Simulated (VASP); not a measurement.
Set up this calculation in VASP 6.6.1, as the native input.

| Quantity | Value |
| --- | --- |
| Task | relaxation of the atoms |
| Functional | PBE |
| Dispersion | D3(BJ) |
| Potentials or basis | VASP PAW PBE potentials, release 64 (Si, C) |
| Cutoff | 600 eV |
| k mesh | 12 × 12 × 12 |
| Occupations | gaussian, width 0.03 eV |
| Spin | no spin polarisation |
| Further INCAR settings | ALGO = Fast; EDIFF = 1e-07; IBRION = 2; EDIFFG = -0.01; NSW = 40 |

The structure of SiC lies in POSCAR:

```
SiC                                     
1.0
    0.0000000000      1.9969341570      1.9969341570
    1.9969341570      0.0000000000      1.9969341570
    1.9969341570      1.9969341570      0.0000000000
  Si              C             
     1     1
Direct
     0.0000000000000000    0.0000000000000000    0.0000000000000000
     0.5000000000000000    0.5000000000000000    0.5000000000000000
```

The cell was built by a generator and needn't be a form met in nature.

The cell isn't the ideal one: a relaxed cell with its volume scaled by 0.98.

The input as run:

INCAR

```
SYSTEM = SiC
PREC = Accurate ; ENCUT = 600
EDIFF = 1E-7 ; ISMEAR = 0
SIGMA = 0.03 ; LREAL = .FALSE.
LASPH = .TRUE. ; NELM = 80
ALGO = Fast ; ISIF = 2
LWAVE = .FALSE. ; LCHARG = .FALSE.
GGA = PE ; IVDW = 12
IBRION = 2 ; NSW = 40
EDIFFG = -0.01
```

KPOINTS

```
Automatic mesh
0
G
  12 12 12
  0 0 0
```

Potentials or basis: VASP PAW PBE potentials, release 64 (Si, C).

Run with:

```console
$ cat potpaw_PBE.64/Si/POTCAR potpaw_PBE.64/C/POTCAR > POTCAR
$ mpirun -np 1 vasp_std > vasp.out
```

Results of the run:

```yaml
Pressure_after_relaxing: 4.6 GPa
Band_gap_on_the_k_mesh: none (metal or under the smearing width)
Dispersion_energy_per_atom: -0.389 eV
```

Caveat: the relaxation stopped at its first step, so nothing moved; pairwise dispersion overbinds metals, which lowers pressure and volume.

Run time: 7.5 s on 1 thread of Intel(R) Xeon(R) 6975P-C (Granite Rapids) (shared host), peak memory 0.14 GiB.
